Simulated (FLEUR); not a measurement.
## FeO and the effect of the volume of the cell

```cif
data_structure
_symmetry_space_group_name_H-M 'I4/mmm'
_symmetry_Int_Tables_number 139
_cell_length_a 3.2042
_cell_length_b 3.2042
_cell_length_c 4.1668
_cell_angle_alpha 90.000
_cell_angle_beta 90.000
_cell_angle_gamma 90.000
_cell_volume 42.78
loop_
_atom_site_label
_atom_site_type_symbol
_atom_site_symmetry_multiplicity
_atom_site_Wyckoff_symbol
_atom_site_fract_x
_atom_site_fract_y
_atom_site_fract_z
_atom_site_occupancy
Fe1 Fe 2 a 0.00000 0.00000 0.00000 1
O1 O 2 b 0.00000 0.00000 0.50000 1
```

The cell comes from a database or a generator and needn't be the stable form of this composition.

Kept alike: task single point; functional PBEsol; k mesh 12 × 12 × 12; occupations fermi-dirac, width 0.05 eV; collinear spin, ferromagnetic start. Program: FLEUR, all-electron, FLAPW. The mesh is that of the run's cell of 2 atoms. No spin-orbit coupling.

| volume of cell, f (times the cell shown) | largest site moment (μB) | free energy over the lowest row (meV/atom) |
| --- | --- | --- |
| 0.8 | 3.20 | 83.34 |
| 0.85 | 3.35 | 20.86 |
| 0.9 | 3.44 | 0.00 |
| 0.95 | 3.47 | 14.04 |
| 1 | 3.48 | 56.45 |
| 1.05 | 3.48 | 120.11 |
| 1.1 | 3.49 | 199.24 |

The cell shown is the unstrained one; x, y and z are its Cartesian axes; atoms keep their fractions. For a metal such a mesh leaves the last digits unconverged. The runs hold the magnetic state that their start led to, which needn't be the lowest. Site moments count inside each atom's sphere or projector.

Question: What does the volume of the cell change here?

Answer: The largest site moment rises from 3.20 to 3.49 μB between 0.8 and 1.1 times the cell shown. The free energy is lowest at 0.9, and 199.24 meV an atom higher at 1.1.

The moment stays close to what high-spin Fe²⁺ (d⁶) would give, with some of the spin probably spread onto oxygen or between the atoms. It is nearly flat from 0.95 upwards and falls noticeably only under compression, where shorter Fe–O contacts strengthen the 3d–2p mixing and widen the d bands, so that exchange splitting pays off less. Nothing in this range looks like a collapse to low spin.

The energy rises more steeply on compression than on expansion from 0.9, as expected when closed-shell repulsion grows faster than bonding weakens. The neighbouring rows suggest a minimum slightly above 0.9, which is still a smaller volume per formula unit than that measured for rocksalt FeO. A likely cause is that the semilocal functional makes the Fe 3d electrons too delocalised and so too strongly bonding, though the ferromagnetic order may contribute. Because the axial ratio is fixed, the curve doesn't show whether FeO favours this tetragonal distortion over the cubic rocksalt shape.
